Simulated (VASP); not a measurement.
Write the native input for VASP 6.6.1 that does the following.

| Property | Result |
| --- | --- |
| Task | optical spectrum |
| Functional | PBEsol |
| Potentials or basis | VASP PAW PBE potentials, release 64 (Ti_sv, O) |
| Cutoff | 520 eV |
| k mesh | 7 × 5 × 3 |
| Occupations | gaussian, width 0.02 eV |
| Spin | no spin polarisation |
| Further INCAR settings | ALGO = Normal; EDIFF = 1e-07; NBANDS = 68 |

The structure of TiO2 lies in POSCAR:

```
TiO2
1.0
    2.9682645463      0.0000000000      0.0000000000
    0.0002080834      4.7076067549      0.0000000000
    1.4835696211      0.2423534620      7.0834647979
Ti O
3 6
Direct
    0.0033718700      0.0003888100      0.0007031900
    0.3446402100      0.4802596500      0.3169598700
    0.6617081400      0.5204743600      0.6844963600
    0.4400381600      0.1854376900      0.1285388000
    0.7779263400      0.2977287500      0.4518780700
    0.1012362400      0.3089534200      0.8062432200
    0.9064972100      0.6918369900      0.1951715700
    0.2294071500      0.7030072800      0.5495147300
    0.5680256700      0.8153000600      0.8728271800
```

The cell comes from a database or a generator and needn't be the stable form of this composition.

One way to write it, as run:

INCAR

```
SYSTEM = TiO2
PREC = Accurate
ENCUT = 520
EDIFF = 1E-7
ISMEAR = 0
SIGMA = 0.02
LREAL = .FALSE.
LASPH = .TRUE.
NELM = 60
ALGO = Normal
ISIF = 2
LWAVE = .FALSE.
LCHARG = .FALSE.
GGA = PS
LOPTICS = .TRUE.
NBANDS = 68
NEDOS = 2000
CSHIFT = 0.05
```

KPOINTS

```
Automatic mesh
0
G
  7 5 3
  0 0 0
```

Potentials or basis: VASP PAW PBE potentials, release 64 (Ti_sv, O).

Launch:

```console
$ cat potpaw_PBE.64/Ti_sv/POTCAR potpaw_PBE.64/O/POTCAR > POTCAR
$ mpirun -np 1 vasp_std > vasp.out
```

It gave:

```
Pressure               : -2.2 GPa
Largest force          : 0.145 eV/Å
Band gap on the k mesh : 2.24 eV, indirect (least direct gap 2.27 eV)
```

Caveat: spectra need much finer meshes, so this one isn't converged; independent-particle spectra lack excitons; the PAW data sets were made with another functional, which shifts forces and pressure a little; an odd mesh through Γ misses points on the zone boundary, where band edges often lie.

It took 8.2 min on 1 thread of Intel(R) Xeon(R) Platinum 8259CL CPU @ 2.50GHz (Skylake/Cascade Lake), on a shared host, peak memory 0.71 GiB.
